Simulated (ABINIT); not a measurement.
Crystal: Os.

```
CELL_PARAMETERS angstrom
2.73410 0.00000 0.00000
-1.36705 2.36780 0.00000
0.00000 0.00000 4.31970
ATOMIC_POSITIONS crystal
Os 0.66667 0.33333 0.75000
Os 0.33333 0.66667 0.25000
```

Base run:

* Program: ABINIT 10.8.3 (patched build)
* Functional: PBEsol
* Potentials or basis: JTH PAW PBE v2.0
* Cutoff: 408 eV
* k mesh: 11 × 11 × 6
* Occupations: fermi-dirac, width 0.05 eV
* Spin: no spin polarisation

Its results: band gap on the k mesh none (metal or under the smearing width); pressure -2.2 GPa.

**Question.** The run is repeated on the same cell with these changes: functional from PBEsol to OLYP. What comes out?

**Answer.** Band gap on the k mesh none (metal or under the smearing width); pressure -3.3 GPa.

Caveats: the PAW data sets were made with another functional, which shifts forces and pressure a little; spin-orbit coupling is left out, which moves the levels of the heavy elements.
